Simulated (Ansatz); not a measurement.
# InSb: the cost of one run

Program: Ansatz 0.2.0. Level of theory: DFT PBE, scalar-relativistic, plane waves, PAW. These are calculated values, not measurements.

2 further runs of the same task are left out: 2 set aside as unsound or not needed.

### Step 1. Starting point

Symmetry: F-43m, No. 216, cubic system. The conventional cell has a = 6.635 Å, b = 6.635 Å, c = 6.635 Å, α = 90.00°, β = 90.00°, γ = 90.00°. Around In (site symmetry -43m) lie 4 Sb at 2.87 Å. Sb (site symmetry -43m) is surrounded by 4 In at 2.87 Å.

Coordinates:

```xyz
2
Lattice="0.0000 3.3174 3.3174 3.3174 0.0000 3.3174 3.3174 3.3174 0.0000" Properties=species:S:1:pos:R:3 pbc="T T T"
In    0.0000    0.0000    0.0000
Sb    4.9761    4.9761    4.9761
```

This cell was relaxed beforehand with the same method: volume 36.51 Å³/atom, gap on the mesh none (metal).

### Step 2. The undisturbed cell

The input, input.yaml:

```yaml
crystal:
  lattice:
    - [0.0, 3.3174249912, 3.3174249912]
    - [3.3174249912, 0.0, 3.3174249912]
    - [3.3174249912, 3.3174249912, 0.0]
  atoms:
    - { symbol: In, position: [0.0, 0.0, 0.0] }
    - { symbol: Sb, position: [0.75, 0.75, 0.75] }
basis:
  ecutwfc: 420
kpoints:
  mp_grid: { grid: [16, 16, 16] }
hamiltonian:
  xc: pbe
scf:
  occupations: { method: gaussian, width: 0.15 }
output:
  forces: true
  stress: true
  eigenvalues: true
  write_density: true
  write_potential: true
  elf: true
  volumetric_format: npy
```

Run with:

```
$ ansatz run input.yaml --threads 2 --pin off --max-ram 5120MiB --backend cpu --events-out ev --progress --plain --runs-dir out
```

What time and memory should one allow on 2 threads of Arm Neoverse V2, shared host?

About 10 s, with a peak of 0.49 GiB.
